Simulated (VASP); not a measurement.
Here is a VASP 6.6.1 calculation.

Contents of INCAR:

```
PREC = Accurate ; ENCUT = 520
EDIFF = 1E-7 ; ISMEAR = 0
SIGMA = 0.027000000000000003 ; LREAL = False
LASPH = True ; NELM = 120
ALGO = Normal ; ISIF = 2
LWAVE = False ; LCHARG = True
ISPIN = 2 ; MAGMOM = 1 0
LORBIT = 11 ; LMAXMIX = 4
GGA = PE ; LELF = True
LVHAR = True ; NBANDS = 19
```

File KPOINTS:

```
regular mesh
0
Gamma
  11 11 11
```

POSCAR

```
NiO
1.0
    0.0000000000      2.0859016414      2.0859016414
    2.0859016414      0.0000000000      2.0859016414
    2.0859016414      2.0859016414      0.0000000000
Ni O
1 1
Direct
    0.0000000000      0.0000000000      0.0000000000
    0.5000000000      0.5000000000      0.5000000000
```

Potentials or basis: VASP PAW PBE potentials, release 64 (Ni, O).

Command:

```console
$ cat potpaw_PBE.64/Ni/POTCAR potpaw_PBE.64/O/POTCAR > POTCAR
$ mpirun -np 1 vasp_std > vasp.out
```

(1) Predict the pressure.

(2) Predict the site moments.

(3) Estimate the band gap on the k mesh.

Answers

(1) 6.0 GPa.

(2) Ni +1.45; O +0.27 μB.

(3) none (metal or under the smearing width).

Caveat: a cell with one magnetic atom can't hold antiferromagnetic order, which such compounds often take; semilocal functionals often make such compounds metallic where correlation or magnetic order opens a gap, which also shifts bond lengths.

The gap isn't set beside the measured one, since this odd mesh misses points on the zone boundary.
